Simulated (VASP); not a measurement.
# ZnS (Wurtzite-2H) (P6_3mc) in VASP: further runs

Aim: see how the results for ZnS (Wurtzite-2H) move with the level of theory and the settings. Levels: PBE exchange alone, r2SCAN, PBEsol. Tasks: single point.

Everything below comes from runs of VASP 6.6.1. Logs are shortened: lines on timing, memory, paths and dates and some standing lists are left out, and cuts for length are marked.

**The experiment to reproduce.**

A printed reference work, monograph reports, for a bulk crystal of ZnS at 4 K: band gap 3.911 eV (direct).

How close the calculation comes is told below.

## Step 1: The cell of the first run

Symmetry: P6_3mc, No. 186, hexagonal system. Conventional cell: a = 4.051 Å, b = 4.051 Å, c = 6.649 Å, α = 90.00°, β = 90.00°, γ = 120.00°. Zn (site symmetry 3m) has 4 S at 2.48 to 2.49 Å within 3.3 Å. S (site symmetry 3m) has 4 Zn at 2.48 to 2.49 Å within 3.3 Å.

## Step 2: Single point, PBE exchange alone

Input file INCAR:

```
SYSTEM = ZnS
AGGAC = 0.0 ; ALDAC = 0.0
ALGO = Normal ; EDIFF = 1E-6
ENCUT = 520 ; GGA = PE
ISIF = 2 ; ISMEAR = -1
LASPH = .TRUE. ; LCHARG = .TRUE.
LELF = .TRUE. ; LREAL = .FALSE.
LVHAR = .TRUE. ; LWAVE = .FALSE.
NBANDS = 26 ; NELM = 80
PREC = Accurate ; SIGMA = 0.05
```

Input file KPOINTS:

```
k-points
0
G
  8 8 5
  0 0 0
```

Input file POSCAR:

```
ZnS
1.0
    4.0508136210      0.0000000000      0.0000000000
   -2.0254068105      3.5081075018      0.0000000000
    0.0000000000      0.0000000000      6.6488224472
Zn S
2 2
Direct
    0.6666666667      0.3333333333      0.5051360264
    0.3333333333      0.6666666667      0.0051360264
    0.6666666667      0.3333333333      0.8798639736
    0.3333333333      0.6666666667      0.3798639736
```

Potentials or basis: VASP PAW PBE potentials, release 64 (Zn, S).

Run with:

```console
> cat potpaw_PBE.64/Zn/POTCAR potpaw_PBE.64/S/POTCAR > POTCAR
> mpirun -np 1 vasp_std > vasp.out
```

OUTCAR:

```text
SYSTEM = ZnS
   EDIFF = 1E-6
   ENCUT = 520
   GGA = PE
   ISIF = 2
   ISMEAR = -1
   LASPH = .TRUE.
   LREAL = .FALSE.
   NELM = 80
   PREC = Accurate

 ion  position               nearest neighbor table
   1  0.667  0.333  0.505-   4 2.48   4 2.48   4 2.48   3 2.49
   2  0.333  0.667  0.005-   3 2.48   3 2.48   3 2.48   4 2.49
   3  0.667  0.333  0.880-   2 2.48   2 2.48   2 2.48   1 2.49
   4  0.333  0.667  0.380-   1 2.48   1 2.48   1 2.48   2 2.49

  LATTYP: Found a hexagonal cell.
 ALAT       =     4.0508136210
 C/A-ratio  =     1.6413548164

  Lattice vectors:

 A1 = (   4.0508136210,   0.0000000000,   0.0000000000)
 A2 = (  -2.0254068105,   3.5081075018,   0.0000000000)
 A3 = (   0.0000000000,   0.0000000000,   6.6488224472)

Analysis of symmetry for initial positions (statically):
=====================================================================
 Subroutine PRICEL returns:
 Original cell was already a primitive cell.

 Routine SETGRP: Setting up the symmetry group for a
 hexagonal supercell.

 Subroutine GETGRP returns: Found 12 space group operations
 (whereof  6 operations were pure point group operations)
 out of a pool of 24 trial point group operations.

The static configuration has the point symmetry C_3v.
 The point group associated with its full space group is C_6v.

Analysis of symmetry for dynamics (positions and initial velocities):
=====================================================================
 Subroutine PRICEL returns:
 Original cell was already a primitive cell.

 Routine SETGRP: Setting up the symmetry group for a
 hexagonal supercell.

 Subroutine GETGRP returns: Found 12 space group operations
 (whereof  6 operations were pure point group operations)
 out of a pool of 24 trial point group operations.

The dynamic configuration has the point symmetry C_3v.
 The point group associated with its full space group is C_6v.

 Subroutine INISYM returns: Found 12 space group operations
 (whereof  6 operations are pure point group operations),
 and found     1 'primitive' translations

----------------------------------------------------------------------------------------

                                     Primitive cell

  volume of cell :      94.4844

  direct lattice vectors                    reciprocal lattice vectors
     4.050813621  0.000000000  0.000000000     0.246863987  0.142526989  0.000000000
    -2.025406810  3.508107502  0.000000000     0.000000000  0.285053978  0.000000000
     0.000000000  0.000000000  6.648822447     0.000000000  0.000000000  0.150402572

  length of vectors
[... 81 lines left out ...]
   LNONCOLLINEAR =      F non collinear calculations
   LSORBIT =      F    spin-orbit coupling
   LASPH  =      T    aspherical Exc in radial PAW
   ENCUT  =  520.0 eV  38.22 Ry    6.18 a.u.   7.53  7.53 12.36*2*pi/ulx,y,z
   NELM   =     80;   NELMIN=  2; NELMDL= -5     # of ELM steps
   EDIFF  = 0.1E-05   stopping-criterion for ELM
   LREAL  =      F    real-space projection
   EDIFFG = 0.1E-04   stopping-criterion for IOM
   NSW    =      0    number of steps for IOM
   IBRION =     -1    ionic relax: 0-MD 1-quasi-New 2-CG
   NFREE  =      0    steps in history (QN), initial steepest desc. (CG)
   ISIF   =      2    stress and relaxation
   ISYM   =      2    0-nonsym 1-usesym 2-fastsym
   POTIM  = 0.5000    time-step for ionic-motion
   TEBEG  =    0.0;   TEEND  =   0.0 temperature during run
   PSTRESS=    0.0 pullay stress
   NELECT =      36.0000    total number of electrons
   NUPDOWN=      -1.0000    fix difference up-down
   EMIN   =  10.00;   EMAX   =-10.00  energy-range for DOS
   EFERMI =   0.00;   METHOD = LEGACY
   ISMEAR =    -1;   SIGMA  =   0.05  broadening in eV -4-tet -1-fermi 0-gaus
   EFERMI_NEDOS =   21; number of points for ismear=-14 and -15
   IALGO  =     38    algorithm
   IMIX   =      4    mixing-type and parameters
     AMIX     =   0.40;   BMIX     =  1.00
     AMIX_MAG =   1.60;   BMIX_MAG =  1.00
  volume/ion in A,a.u.               =      23.62       159.40
  Fermi-wavevector in a.u.,A,eV,Ry     =   1.186831  2.242786 19.164742  1.408569
  Thomas-Fermi vector in A             =   2.322996
   LORBIT       =      0    0 simple, 1 ext, 2 COOP (PROOUT), +10 PAW based schemes
   GGA     = PE    functional components
   LHFCALC =     F    Hartree Fock is set to
   AEXX    =    0.0000 exact exchange contribution
   IVDW    =     0    specifies the selected vdW correction
   LEPSILON=     F    determine dielectric tensor
   LRPA    =     F    only Hartree local field effects (RPA)
 non-spin polarized calculation
  energy-cutoff  :      520.00
  volume of cell :       94.48
 maximum number of plane-waves:      2567
   NGX = 15   NGY = 15   NGZ = 25

 number of electron      36.0000034 magnetization

 Free energy of the ion-electron system (eV)
  ---------------------------------------------------
  ext. energy  EPLUGINS =         0.00000000
  ---------------------------------------------------
  free energy    TOTEN  =        -9.40572996 eV

  energy without entropy =       -9.40572994  energy(sigma->0) =       -9.40572995

 E-fermi :   2.7624     XC(G=0):  -7.3255

 val. band max:        2.0278254986   @ k =   0.0000   0.0000   0.0000
 cond. band min:       3.4160716297   @ k =   0.0000   0.0000   0.0000
 fundamental gap:      1.3882461311
 Fermi energy:         2.7624118529

 k-point     1 :       0.0000    0.0000    0.0000
  band No.  band energies     occupation
      1     -10.0414      2.00000
      2      -9.4118      2.00000
      3      -3.7363      2.00000
      4      -3.7303      2.00000
      5      -3.7303      2.00000
      6      -3.6742      2.00000
[... 685 lines left out ...]
     25      10.3197      0.00000
     26      10.8282      0.00000

 [... further k-points ...]
[... 5 lines left out ...]
  --------------------------------------------------------------------------------------
  -------------------------------------------------------------------------------------
  Total       -0.0129620     -0.0129620     -0.0124468      0.0000000      0.0000000      0.0000000
  in kB       -0.2197978     -0.2197978     -0.2110609      0.0000000      0.0000000      0.0000000
  external PRESSURE =      -0.2168855 kB  Pullay stress =       0.0000000 kB

 VOLUME and BASIS-vectors are now :
 -----------------------------------------------------------------------------
  energy-cutoff  :      520.00
  volume of cell :       94.48
      direct lattice vectors                 reciprocal lattice vectors
     4.050813621  0.000000000  0.000000000     0.246863987  0.142526989  0.000000000
    -2.025406810  3.508107502  0.000000000     0.000000000  0.285053978  0.000000000
     0.000000000  0.000000000  6.648822447     0.000000000  0.000000000  0.150402572

 POSITION                                       TOTAL-FORCE (eV/Angst)
 -----------------------------------------------------------------------------------
      2.02541      1.16937      3.35856        -0.000000      0.000000     -0.000228
     -0.00000      2.33874      0.03415         0.000000     -0.000000     -0.000228
      2.02541      1.16937      5.85006         0.000000      0.000000      0.000228
     -0.00000      2.33874      2.52565        -0.000000     -0.000000      0.000228
 -----------------------------------------------------------------------------------
    total drift:                               -0.000000      0.000000      0.000621

  FREE ENERGIE OF THE ION-ELECTRON SYSTEM (eV)
  ---------------------------------------------------
  free  energy   TOTEN  =        -9.4057299613 eV

  energy  without entropy=       -9.4057299410  energy(sigma->0) =       -9.40572995
```

OSZICAR:

```text
N       E                     dE             d eps       ncg     rms          rms(c)
DAV:   1     0.244091748941E+03    0.24409E+03   -0.16713E+04  1560   0.156E+03
DAV:   2     0.146251986124E+02   -0.22947E+03   -0.21988E+03  1636   0.335E+02
DAV:   3    -0.989145331774E+01   -0.24517E+02   -0.24264E+02  1904   0.110E+02
DAV:   4    -0.104768342945E+02   -0.58538E+00   -0.58413E+00  1834   0.173E+01
DAV:   5    -0.104867304435E+02   -0.98961E-02   -0.98936E-02  1940   0.214E+00    0.717E+00
DAV:   6    -0.937422865234E+01    0.11125E+01   -0.26276E+00  2344   0.441E+01    0.596E+00
DAV:   7    -0.940345212996E+01   -0.29223E-01   -0.11248E+00  1654   0.675E+00    0.377E+00
DAV:   8    -0.940522499805E+01   -0.17729E-02   -0.34418E-02  2066   0.223E+00    0.887E-01
DAV:   9    -0.940531590596E+01   -0.90908E-04   -0.89345E-03  2112   0.143E+00    0.215E-01
DAV:  10    -0.940556744308E+01   -0.25154E-03   -0.13257E-03  1736   0.246E-01    0.844E-02
DAV:  11    -0.940573206431E+01   -0.16462E-03   -0.22499E-04  1614   0.104E-01    0.598E-02
DAV:  12    -0.940572959298E+01    0.24713E-05   -0.56073E-06  1862   0.269E-02    0.134E-02
DAV:  13    -0.940572996129E+01   -0.36830E-06   -0.19712E-06  1396   0.191E-02
   1 F= -.94057300E+01 E0= -.94057300E+01  d E =-.203206E-07
```

stdout:

```text
POSCAR found type information on POSCAR ZnS
 POSCAR found :  2 types and       4 ions
 scaLAPACK will be used
 LDA part: xc-table for (Slater+PW92), standard interpolation
 POSCAR, INCAR and KPOINTS ok, starting setup
 FFT: planning ... GRIDC
 FFT: planning ... GRID_SOFT
 FFT: planning ... GRID
 WAVECAR not read
 entering main loop
```

Run time: 28 s. Hardware: 1 thread of Intel Xeon 6975P-C (Granite Rapids), shared host; peak memory 0.22 GiB.

What came out:

* Free energy: -9.4057 eV
* Pressure: 0.0 GPa
* Band gap on the k mesh: 1.39 eV, direct

(Part 1 of 2 ends here.)
